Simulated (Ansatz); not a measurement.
# AlN under changes of volume

One of the cells (10.451 Å³/atom); the others are scaled copies at fixed shape and fractional positions:

```
Al N
1.0
     3.11300    0.00000    0.00000
    -1.55650    2.69594    0.00000
     0.00000    0.00000    4.98100
Al N
2 2
Direct
  0.66667 0.33333 0.50000
  0.33333 0.66667 0.00000
  0.66667 0.33333 0.88000
  0.33333 0.66667 0.38000
```

| Property | Result |
| --- | --- |
| Program | Ansatz 0.2.0 |
| Functional | PBEsol |
| Potentials or basis | Ansatz PAW |
| Cutoff | 420 eV (not typed: the program's choice for these potentials) |
| k mesh | 10 × 10 × 6 |
| Occupations | fermi-dirac, width 0.05 eV |
| Spin | no spin polarisation |

```tsv
volume (Å³/atom)	energy over the lowest point (meV/atom)	pressure (GPa)	gap on the mesh (eV)	largest force (eV/Å)
9.824	?	?	?	?
10.033	11.91	9.2	4.49	0.162
10.242	3.04	4.5	4.31	0.146
10.451	0.00	0.2	4.13	0.130
10.660	2.21	-3.6	3.96	0.116
10.869	9.23	-7.1	3.80	0.102
11.078	20.59	-10.3	3.64	0.089
```

Question: What does the run at 9.824 Å³/atom give?

Answer: Energy over the lowest point 27.19 meV/atom; pressure 14.3 GPa; gap on the mesh 4.68 eV; largest force 0.180 eV/Å.

Worked out: A Birch-Murnaghan fit of order 3 (a polynomial in V^(-2/3)) to the other rows has its minimum at 10.46 Å³/atom with B0 = V·E''(V) = 201 GPa and B' = 3.8 at fixed shape and positions, which overstates the stiffness. It gives 27.18 meV/atom at 9.824 Å³/atom, against the run's 27.19, and -dE/dV = 14.3 GPa, against 14.3. A straight line through the other rows of the gap, of slope -8.58 eV per unit of ln V (its deformation potential), extrapolates to 4.67 eV, against the run's 4.68.

Energies are extrapolated to zero smearing.

Caveats: the PAW data sets come from PBE, with cores solved anew for the run's functional, which leaves a small shift of forces and pressure.

A mesh can miss the band edges.
